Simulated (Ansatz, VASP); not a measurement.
# Al16NO23 in two plane-wave programs

One calculation is typed for both programs; each brings its own data sets. How far apart do they land? The cell is taken from a series of runs on this material, whose earlier steps may have relaxed, scaled, displaced or heated it; both programs get it as it stands.

Calculated with Ansatz 0.2.0; plane waves, with VASP 6.6.1 beside it; PBE.

## Step 1: The structure

The cell holds 40 atoms: 16 Al, 1 N and 23 O. Its edges and angles: a = 6.999 Å, b = 6.999 Å, c = 6.999 Å, α = 85.7°, β = 85.7°, γ = 85.7°. It derives from Al2O3. Nearest the centre at fractional (0.750, 0.597, 0.403): N17 at 0.03 Å, Al9 at 1.80 Å, Al14 at 1.80 Å, Al7 at 1.91 Å, Al3 at 1.91 Å, O26 at 2.58 Å, O24 at 2.58 Å, O32 at 2.66 Å. The cell carries charge −1.

## Step 2: VASP: G0W0 gap, PBE

Quasiparticle shifts depend on high empty states and on the cores, so they are the hardest test of two PAW sets.

Lines of VASP's logs that name or quote its potential files are left out, and so is its time.

The run reads the wave functions of an earlier VASP run, which isn't shown here.

The input, INCAR:

```
SYSTEM = Al16NO23
PREC = Accurate
ENCUT = 450
ISMEAR = 0
SIGMA = 0.01
LREAL = Auto
GGA = PE
NELECT = 192
NBANDS = 648
ALGO = EVGW0
NELMGW = 1
ENCUTGW = 104
NOMEGA = 64
PRECFOCK = Fast
NBANDSGW = 104
LWAVE = .FALSE.
LCHARG = .FALSE.
```

The input, POSCAR:

```
Al16NO23
1.0
    0.0000000000      5.4969519129      4.3318666667
   -4.7605000000     -2.7484759565      4.3318666667
    4.7605000000     -2.7484759565      4.3318666667
Al N O
16 1 23
Direct
    0.3526721300      0.3526786430      0.3506331491
    0.3541100692      0.8501731207      0.8526130885
    0.8481535611      0.8450066061      0.3551686248
    0.8520041501      0.3517770911      0.8507308730
    0.1458899308      0.1473869115      0.1498268793
    0.1473278700      0.6493668509      0.6473213570
    0.6518464389      0.6448313752      0.1549933939
    0.6479958499      0.1492691270      0.6482229089
    0.6488144173      0.6448636237      0.6410316381
    0.6504857438      0.1493220462      0.1487773202
    0.1483783067      0.1466934885      0.6482161083
    0.1460325569      0.6489678111      0.1485059258
    0.8495142562      0.8512226798      0.8506779538
    0.8511855827      0.3589683619      0.3551363763
    0.3516216933      0.3517838917      0.8533065115
    0.3539674431      0.8514940742      0.3510321889
    0.7500000000      0.5996489906      0.4003510094
    0.7500000000      0.0963646667      0.9036353333
    0.2499479236      0.0969155837      0.4036276083
    0.2500520764      0.5963723917      0.9030844163
    0.4010685890      0.7519928284      0.5987321588
    0.4034824617      0.2501864676      0.0965473765
    0.9045748919      0.2482376073      0.5989542553
    0.9072920412      0.7540938726      0.0905367969
    0.5954251081      0.4010457447      0.7517623927
    0.5927079588      0.9094632031      0.2459061274
    0.0965175383      0.9034526235      0.7498135324
    0.0989314110      0.4012678412      0.2480071716
    0.2500000000      0.4035252022      0.5964747978
    0.2500000000      0.9047581648      0.0952418352
    0.7497249787      0.9076550458      0.6006736859
    0.7502750213      0.3993263141      0.0923449542
    0.5944010734      0.2470660820      0.4037888058
    0.5971718255      0.7470807084      0.9049192034
    0.1008978915      0.7532253550      0.4027431735
    0.0972758220      0.2494430590      0.9034762723
    0.3991021085      0.5972568265      0.2467746450
    0.4027241780      0.0965237277      0.7505569410
    0.9028281745      0.0950807966      0.2529192916
    0.9055989266      0.5962111942      0.7529339180
```

The input, KPOINTS:

```
Automatic mesh
0
Gamma
2 2 2
0 0 0
```

Potentials, in the order of the species: Al_GW, N_GW and O_GW (PBE family, release 64).

Started as:

```console
$ export OMP_NUM_THREADS=3
$ mpirun -np 1 vasp_std
```

Numbers of over 12 decimals in the logs are rounded to 6 here.

Log:

```text
[banner, memory and clock lines left out]
running    1 mpi-ranks, on    1 nodes
[...]
Offloading initialized ...    1 GPUs detected
[...]
|                                                                             |
|           W    W    AA    RRRRR   N    N  II  N    N   GGGG   !!!           |
|           W    W   A  A   R    R  NN   N  II  NN   N  G    G  !!!           |
|           W    W  A    A  R    R  N N  N  II  N N  N  G       !!!           |
|           W WW W  AAAAAA  RRRRR   N  N N  II  N  N N  G  GGG   !            |
|           WW  WW  A    A  R   R   N   NN  II  N   NN  G    G                |
|           W    W  A    A  R    R  N    N  II  N    N   GGGG   !!!           |
|                                                                             |
|     The default for ENCUTGWSOFT is different in this version of VASP.       |
|     please manually set ENCUTGWSOFT =104 in the INCAR file.                 |
|                                                                             |

[...]
total number of BLAS operations       8460.48 Gflops
NQ=   2    0.5000    0.0000    0.0000,
|.........|.........|.........|.........|.........|.........|.........|.........
 performed       3312000 updates of chi_q(r,r)
 total number of BLAS operations      17458.68 Gflops
NQ=   3    0.0000    0.5000    0.0000,
|.........|.........|.........|.........|.........|.........|.........|.........
 performed       5238000 updates of chi_q(r,r)
 total number of BLAS operations      27921.13 Gflops
NQ=   4    0.5000    0.5000    0.0000,
|.........|.........|.........|.........|.........|.........|.........|.........
 performed       7164000 updates of chi_q(r,r)
 total number of BLAS operations      38485.39 Gflops
NQ=   5    0.0000    0.5000    0.5000,
|.........|.........|.........|.........|.........|.........|.........|.........
 performed       8820000 updates of chi_q(r,r)
 total number of BLAS operations      47571.17 Gflops
NQ=   6    0.5000    0.5000    0.5000,
|.........|.........|.........|.........|.........|.........|.........|.........
 performed      10476000 updates of chi_q(r,r)
 total number of BLAS operations      55926.09 Gflops
 resolving degeneracies of screened two electron integrals

 calculate QP shifts <psi_nk| G(iteration)W_0 |psi_nk>: iteration 1
 entering main loop
[key lines of the parts left out:]
E-fermi :   9.0959
```

OUTCAR, selected parts (step 2):

```text
 QP shifts <psi_nk| G(iteration)W_0 |psi_nk>: iteration 1
 for sc-GW calculations column KS-energies equals QP-energies in previous step
 and V_xc(KS)=  KS-energies - (<T + V_ion + V_H > + <T+V_H+V_ion>^1  + <V_x>^1)
 k-point   1 :       0.0000    0.0000    0.0000
  band No.  KS-energies  QP-energies   sigma(KS)   V_xc(KS)     V^pw_x(r,r')   Z            occupation Imag(sigma)
    ...
     93       5.0693       4.0283     -21.3167     -20.0275     -25.6870       0.8074       2.0000       0.0604
     94       5.7381       4.7493     -19.6316     -18.4095     -23.4880       0.8091       2.0000       0.0587
     95       6.0604       5.0735     -19.1523     -17.9323     -22.8794       0.8091       2.0000       0.0574
     96       6.6741       5.6437     -18.1305     -16.8556     -21.5742       0.8082       2.0000       0.0571
     97      11.4845      12.9448     -12.1439     -13.8678      -8.5813       0.8472       0.0000      -0.0517
     98      14.2711      15.6996     -10.0020     -11.6803      -6.0501       0.8512       0.0000      -0.0566
     99      14.7080      16.1141      -9.1486     -10.7955      -5.1972       0.8538       0.0000      -0.0557
    100      14.7278      16.1079      -8.9480     -10.5628      -4.9867       0.8546       0.0000      -0.0555
    ...

[... 3 further parts left out ...]
[key lines of the parts left out:]
E-fermi :   9.0959
```

## Step 3: Ansatz: G0W0 gap, PBE

Ansatz runs on its PAW soft_1 files.

The same cell, functional and mesh now go to Ansatz, which takes its cutoff from its data sets.

The input, input.yaml:

```yaml
crystal:
  lattice:
    - [0.0, 5.4969519129, 4.3318666667]
    - [-4.7605, -2.7484759565, 4.3318666667]
    - [4.7605, -2.7484759565, 4.3318666667]
  atoms:
    - { symbol: Al, position: [0.35267213, 0.352678643, 0.3506331491] }
    - { symbol: Al, position: [0.3541100692, 0.8501731207, 0.8526130885] }
    - { symbol: Al, position: [0.8481535611, 0.8450066061, 0.3551686248] }
    - { symbol: Al, position: [0.8520041501, 0.3517770911, 0.850730873] }
    - { symbol: Al, position: [0.1458899308, 0.1473869115, 0.1498268793] }
    - { symbol: Al, position: [0.14732787, 0.6493668509, 0.647321357] }
    - { symbol: Al, position: [0.6518464389, 0.6448313752, 0.1549933939] }
    - { symbol: Al, position: [0.6479958499, 0.149269127, 0.6482229089] }
    - { symbol: Al, position: [0.6488144173, 0.6448636237, 0.6410316381] }
    - { symbol: Al, position: [0.6504857438, 0.1493220462, 0.1487773202] }
    - { symbol: Al, position: [0.1483783067, 0.1466934885, 0.6482161083] }
    - { symbol: Al, position: [0.1460325569, 0.6489678111, 0.1485059258] }
    - { symbol: Al, position: [0.8495142562, 0.8512226798, 0.8506779538] }
    - { symbol: Al, position: [0.8511855827, 0.3589683619, 0.3551363763] }
    - { symbol: Al, position: [0.3516216933, 0.3517838917, 0.8533065115] }
    - { symbol: Al, position: [0.3539674431, 0.8514940742, 0.3510321889] }
    - { symbol: "N", position: [0.75, 0.5996489906, 0.4003510094] }
    - { symbol: O, position: [0.75, 0.0963646667, 0.9036353333] }
    - { symbol: O, position: [0.2499479236, 0.0969155837, 0.4036276083] }
    - { symbol: O, position: [0.2500520764, 0.5963723917, 0.9030844163] }
    - { symbol: O, position: [0.401068589, 0.7519928284, 0.5987321588] }
    - { symbol: O, position: [0.4034824617, 0.2501864676, 0.0965473765] }
    - { symbol: O, position: [0.9045748919, 0.2482376073, 0.5989542553] }
    - { symbol: O, position: [0.9072920412, 0.7540938726, 0.0905367969] }
    - { symbol: O, position: [0.5954251081, 0.4010457447, 0.7517623927] }
    - { symbol: O, position: [0.5927079588, 0.9094632031, 0.2459061274] }
    - { symbol: O, position: [0.0965175383, 0.9034526235, 0.7498135324] }
    - { symbol: O, position: [0.098931411, 0.4012678412, 0.2480071716] }
    - { symbol: O, position: [0.25, 0.4035252022, 0.5964747978] }
    - { symbol: O, position: [0.25, 0.9047581648, 0.0952418352] }
    - { symbol: O, position: [0.7497249787, 0.9076550458, 0.6006736859] }
    - { symbol: O, position: [0.7502750213, 0.3993263141, 0.0923449542] }
    - { symbol: O, position: [0.5944010734, 0.247066082, 0.4037888058] }
    - { symbol: O, position: [0.5971718255, 0.7470807084, 0.9049192034] }
    - { symbol: O, position: [0.1008978915, 0.753225355, 0.4027431735] }
    - { symbol: O, position: [0.097275822, 0.249443059, 0.9034762723] }
    - { symbol: O, position: [0.3991021085, 0.5972568265, 0.246774645] }
    - { symbol: O, position: [0.402724178, 0.0965237277, 0.750556941] }
    - { symbol: O, position: [0.9028281745, 0.0950807966, 0.2529192916] }
    - { symbol: O, position: [0.9055989266, 0.5962111942, 0.752933918] }
total_charge: -1
kpoints:
  mp_grid: { grid: [2, 2, 2] }
hamiltonian:
  xc: pbe
  pseudopotentials: { kind: paw, azcp: { folder: soft_1 } }
scf:
  occupations: { method: fixed }
gw:
  n_empty_bands: 552
  ecut_chi: 104.0
  qp_bands: [v4, c4]
  screening: { model: contour_deformation }
```

Started as:

```console
$ ansatz run input.yaml --threads 2 --pin off --max-ram 92160MiB --backend cuda --events-out ev --progress --plain --runs-dir out --devices 1 --max-vram 13GiB
```

Log:

```text
GPUs: using 1 of 1 available (devices: 1).
Engine: ansatz 0.2.0, x86_64-unknown-linux-gnu
Pseudopotentials: kind: paw
Pseudopotential: Al, paw, valence charge 3, recommended cutoff 420 eV (normal), soft_1/Al.paw.azcp
Pseudopotential: N, paw, valence charge 5, recommended cutoff 420 eV (normal), soft_1/N.paw.azcp
Pseudopotential: O, paw, valence charge 6, recommended cutoff 420 eV (normal), soft_1/O.paw.azcp
Functional definition: PBE
  parameter kappa = 0.804
  parameter beta = 0.066725
  exchange = pbe_x(kappa = kappa, mu = beta*pi^2/3)
  correlation = pbe_c(beta = beta)
device memory: the entry about to start is reckoned to put 3.7 GiB on a device that reports 30.3 GiB free (of which the cap on the GPU budget leaves the run 13.0 GiB)
GPU FFT provider: cuFFT
GPU libraries: cuBLAS 13.8.2, cuFFT 12.4.0, cuSOLVER 12.3.4
Crystal: 40 atoms, lattice volume = 340.072 Å³
Basis set: ecut = 420 eV, 6681 PW (Γ)
Bands: 136, of which v1, the nominal top of the filled ones, is band 96 counted from 1 (95 counted from 0)
Symmetry: 2 space group operations
Space group: C2 (ITA 5), of the structure as read, at distance tolerance 7.0e-5 Å
k-points: 6 of 8
Non-local potential: Al, projectors of the file, l = 0: 2, l = 1: 2, l = 2: 1
Non-local potential: N, projectors of the file, l = 0: 2, l = 1: 2, l = 2: 1
Non-local potential: O, projectors of the file, l = 0: 2, l = 1: 2, l = 2: 1
PAW form: soft (Blöchl's): semilocal exchange-correlation on the pseudo side does not see the compensation charge
PAW one-centre angular grid: Al, 110 points (default); XC on 64 Gauss nodes
PAW one-centre angular grid: N, 110 points (default); XC on 64 Gauss nodes
PAW one-centre angular grid: O, 110 points (default); XC on 64 Gauss nodes
Initial density: superposition of atomic densities (chi_scale 0.1, normalization cell, long waves kept (reshape's long-wave potential 0.19 eV rms))
Initial wavefunctions: pseudopotential atomic-orbital guess
GPU buffer pool allocated for 110592 grid points (all kernels)
GPU transforms: local potential and band sums: pruned to the plane-wave sphere, on 48×48×48
Functional: x = pbe(κ = 0.804, μ = 0.219515), c = pbe(β = 0.066725)
SCF iter   1: F=—  HF=-22097.896922 eV  |F-HF|=—  |Δ(HF+E_count)|=         —  Δρ=1.26e-1  dr2=5.53e1  ethr=3.10e-3  ⟨swp⟩=4.8  Hψ=2800  notcnv=0  defer=219
preconditioner: auto → Resta (q_TF=auto, 2.480 Å⁻¹)  ε∞=3.3  [insulator: Δε(μ)=7.011 eV  Ē_g=18.353 eV  n_scr=86 (ndim 8)  ℏωp=27.9 eV  f_vac=0.000  ε∞_Penn≈3.3]
SCF iter   2: F=—  HF=-22083.382091 eV  |F-HF|=—  |Δ(HF+E_count)|=    1.45e1  Δρ=4.24e-2  dr2=4.07e0  ethr=3.10e-3  ⟨swp⟩=3.0  Hψ=1574  notcnv=0  defer=224
SCF iter   3: F=—  HF=-22082.703815 eV  |F-HF|=—  |Δ(HF+E_count)|=   6.78e-1  Δρ=2.16e-2  dr2=1.03e0  ethr=2.12e-3  ⟨swp⟩=2.0  Hψ=957  notcnv=0  defer=227
SCF iter   4: F=—  HF=-22082.609972 eV  |F-HF|=—  |Δ(HF+E_count)|=   9.38e-2  Δρ=3.13e-3  dr2=2.81e-2  ethr=5.37e-4  ⟨swp⟩=2.3  Hψ=1412  notcnv=0  defer=226
SCF iter   5: F=—  HF=-22082.608389 eV  |F-HF|=—  |Δ(HF+E_count)|=   1.58e-3  Δρ=1.18e-3  dr2=3.26e-3  ethr=1.46e-5  ⟨swp⟩=2.8  Hψ=1125  notcnv=0  defer=228
SCF iter   6: F=—  HF=-22082.609852 eV  |F-HF|=—  |Δ(HF+E_count)|=   1.46e-3  Δρ=2.77e-4  dr2=2.33e-4  ethr=1.70e-6  ⟨swp⟩=2.0  Hψ=1339  notcnv=0  defer=228
SCF iter   7: F=—  HF=-22082.610029 eV  |F-HF|=—  |Δ(HF+E_count)|=   1.77e-4  Δρ=1.69e-4  dr2=7.03e-5  ethr=1.21e-7  ⟨swp⟩=2.0  Hψ=1152  notcnv=0  defer=228
SCF iter   8: F=—  HF=-22082.610019 eV  |F-HF|=—  |Δ(HF+E_count)|=   9.66e-6  Δρ=3.07e-5  dr2=2.36e-6  ethr=3.66e-8  ⟨swp⟩=2.5  Hψ=1152  notcnv=0  defer=224
SCF iter   9: F=-22082.610022 eV  HF=-22082.610022 eV  |F-HF|=7.27e-8  |Δ(HF+E_count)|=   2.15e-6  Δρ=5.02e-6  dr2=7.83e-8  ethr=5.21e-11  ⟨swp⟩=16.5  Hψ=5619  notcnv=0
SCF 1 converged in 9 iterations: F = -22082.610022 eV  dr2 = 7.83e-8
  greatest PAW one-centre occupation: 0.859 electrons in one spin orbital (limit 2), on the O atom at site 25 (counted from 0), in its partial waves of l = 0
device memory: the entry about to start is reckoned to put 4.3 GiB (of the 4.5 GiB reckoned in all, the device holds 0.1 GiB already) on a device that reports 28.2 GiB free (of which the cap on the GPU budget leaves the run 12.9 GiB)
NSCF: frozen V_eff on 6 k-points
the band table was solved once the SCF had ended and its energy, with any forces and stress, was formed, with the checks that follow a solve (3088 applications of the Hamiltonian). They found nothing against the state; the energy, forces and stress were not computed again (output.eigenvalues in the input reference)
device memory: the entry about to start is reckoned to put 4.7 GiB on a device that reports 28.2 GiB free (of which the cap on the GPU budget leaves the run 13.0 GiB)
NSCF: frozen V_eff on 6 k-points
G₀W₀ screening: q 1/6
[... further progress lines ...]
[...]
k-point 1: bands = [... 92 lower, 7.5241, 8.0528, 8.5172, 9.2297, 15.4962, 15.5900, 17.4260, 17.5138, ... 36 higher]
  k-point 2: bands = [... 92 lower, 7.5444, 8.1458, 8.5034, 9.2638, 16.3106, 16.3175, 16.4895, 16.5831, ... 36 higher]
  k-point 5: bands = [... 92 lower, 7.5221, 8.1731, 8.5312, 9.2665, 16.3824, 16.4851, 17.1242, 17.1386, ... 36 higher]
--- G₀W₀: contour deformation, 5 samples at zero and on the imaginary axis and 2 off it, 8 q-points, 552 empty bands' worth ---
  eigenvalues of the whole cell's RPA ε∞ on this k-mesh (on a slab, of 1 + 4πα/V) = 3.1466, 3.1890, 3.1909; static W/v taken at q = 0 is 0.314956
    ik  band        ε_KS         Σx   Σc(E_QP)       V_xc       Z   E_QP_lin       E_QP  E_QP is
     0    93      7.6254   -26.8571     4.6070   -21.2039  0.8086     6.5718     6.5793  root
     0    94      8.2992   -24.7625     4.0709   -19.6770  0.8109     7.2775     7.2846  root
     0    95      8.6201   -24.0839     3.9432   -19.1260  0.8108     7.5982     7.6054  root
     0    96      9.2331   -22.5909     3.6658   -17.9035  0.8103     8.2040     8.2116  root
     0    97     14.0417   -11.3635    -3.8269   -16.6644  0.8509    15.5261    15.5158  root
     0    98     16.8510    -8.0286    -4.1998   -13.6538  0.8549    18.2874    18.2765  root
     0    99     17.2702    -6.7694    -4.1800   -12.3129  0.8581    18.6438    18.6338  root
     0   100     17.2904    -6.5188    -4.1827   -12.0393  0.8589    18.6377    18.6281  root
     1    93      7.5241   -26.8067     4.6378   -21.0941  0.8082     6.4413     6.4493  root
     1    94      8.0528   -24.0302     4.0028   -18.9471  0.8098     6.9639     6.9724  root
     1    95      8.5172   -23.8542     3.9169   -18.9001  0.8107     7.4723     7.4800  root
     1    96      9.2297   -22.4954     3.6515   -17.8173  0.8103     8.1954     8.2031  root
     1    97     15.4962   -11.9508    -3.8548   -17.4758  0.8436    17.1809    17.1664  root
     1    98     15.5900   -11.8517    -3.8673   -17.3794  0.8434    17.2648    17.2504  root
     1    99     17.4260    -9.5412    -4.2374   -15.4635  0.8468    19.1273    19.1108  root
     1   100     17.5138    -9.3085    -4.2534   -15.2311  0.8474    19.1992    19.1829  root
     2    93      7.5444   -26.7319     4.6769   -20.9629  0.8073     6.4438     6.4522  root
     2    94      8.1458   -24.2795     4.0149   -19.2081  0.8104     7.0813     7.0893  root
     2    95      8.5034   -23.8998     3.9353   -18.9239  0.8104     7.4551     7.4628  root
     2    96      9.2638   -22.5842     3.6647   -17.8994  0.8103     8.2362     8.2437  root
     2    97     16.3106   -11.6114    -3.9800   -17.3235  0.8411    18.0593    18.0427  root
     2    98     16.3175   -11.6812    -3.9957   -17.4294  0.8412    18.0870    18.0699  root
     2    99     16.4895   -11.4459    -4.0632   -17.2646  0.8416    18.2624    18.2450  root
     2   100     16.5831   -10.9487    -4.0370   -16.6649  0.8421    18.2782    18.2623  root
[...]
5    93      7.5221   -26.6471     4.6844   -20.8580  0.8069     6.4088     6.4174  root
     5    94      8.1731   -24.3120     4.0169   -19.2442  0.8105     7.1144     7.1223  root
     5    95      8.5312   -23.9836     3.9520   -18.9948  0.8104     7.4869     7.4945  root
     5    96      9.2665   -22.6414     3.6751   -17.9462  0.8101     8.2388     8.2463  root
     5    97     16.3824   -10.4653    -4.0744   -16.1693  0.8449    18.0267    18.0120  root
     5    98     16.4851   -10.5053    -4.0779   -16.2207  0.8449    18.1375    18.1226  root
     5    99     17.1242   -10.7466    -4.1483   -16.6465  0.8407    18.8939    18.8758  root
     5   100     17.1386    -9.5995    -4.1476   -15.3815  0.8462    18.7883    18.7730  root
```

The column dr2 measures how far the density is from self-consistency, as an energy; F and HF (Harris–Foulkes) agree once it is small.

## Step 4: Side by side

Known differences besides the potentials themselves: fixed occupations in Ansatz, narrow Gaussian smearing in VASP; the cutoff is 420 eV in Ansatz and 450 eV in VASP (PREC = Accurate, projectors in real space); VASP leaves aspherical gradient terms in its spheres out (LASPH is not set), Ansatz keeps them; Ansatz integrates over frequency by contour deformation, VASP on a grid of NOMEGA points; Ansatz's G0W0 levels solve the quasiparticle equation, VASP's are linearised. Total energies have different zeros and are not compared.

The two programs side by side:

```csv
quantity,Ansatz,VASP,difference
G0W0 gap on the mesh (eV),7.27,7.27,0.00
Kohn-Sham gap under it (eV),4.78,4.78,0.00
```

The cell carries a charge of -1 e against a uniform background, so its pressure also hangs on how the neutralising background is counted, and in a defect's cell a gap may be the spacing between its levels.

## Step 5: Summary of results

```yaml
difference_in_g0w0_gap_on_the_mesh_g0w0_gap_pbe: 0.0026 eV
```

The difference in G0W0 gap on the mesh is 0.0026 eV (G0W0 gap, PBE). How closely two codes agree says nothing of how well the functional describes the real material.

[Lines on the potential files, build, host, timing and source positions are cut from VASP's logs without a mark.]

[Logs are printed without paths, hosts, clocks, repeated set-up lines and the standing remarks that a program may print on its own settings, such as how far it seeks lower states.]

[Hosts, paths, dates, database ids (printed as entryN), source tags and the programs' standing remarks are cut or masked in the printed files.]
